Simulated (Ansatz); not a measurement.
Write the native input for Ansatz 0.2.0 that does the following.

- Task: single point
- Functional: PBE
- Potentials or basis: Ansatz PAW
- Cutoff: 420 eV (not typed: the program's choice for these potentials)
- k mesh: 11 × 11 × 11
- Occupations: fermi-dirac, width 0.05 eV
- Spin: no spin polarisation

Crystal: Ge.

```xyz
2
Lattice="-2.5745 2.5745 1.3974 2.5745 -2.5745 1.3974 2.5745 2.5745 -1.3974" Properties=species:S:1:pos:R:3 pbc="T T T"
Ge   -0.0291   -0.0055    1.3415
Ge    2.5858    0.0243    0.6717
```

This isn't the form of Ge at room conditions, which is diamond.

The cell isn't the ideal one: atoms moved at random, drawn with an rms of 0.05 Å.

The input as run:

input.yaml

```yaml
crystal:
  lattice:
    - [-2.574489719, 2.574489719, 1.3974126432]
    - [2.574489719, -2.574489719, 1.3974126432]
    - [2.574489719, 2.574489719, -1.3974126432]
  atoms:
    - { symbol: Ge, position: [0.478934, 0.474351, -0.006719] }
    - { symbol: Ge, position: [0.245043, 0.742521, 0.506913] }
hamiltonian:
  xc: pbe
  pseudopotentials: { kind: paw }
kpoints:
  mp_grid: { grid: [11, 11, 11] }
scf:
  occupations: { method: fermi_dirac, width: 0.05 }
output:
  forces: true
  stress: true
  eigenvalues: true
  write_density: true
  write_potential: true
  elf: true
  volumetric_format: npy
```

Potentials or basis: Ansatz PAW.

Launch:

```console
$ ansatz run input.yaml --threads 2 --pin off --max-ram 5120MiB --backend cpu --events-out ev --progress --plain --runs-dir out
```

Results of the run:

- Pressure: 3.3 GPa
- Largest force: 0.196 eV/Å
- Band gap on the k mesh: none (metal or under the smearing width)

Wall time 15 s on 2 threads of Arm Neoverse V1, with other jobs on the host, peak memory 0.61 GiB.
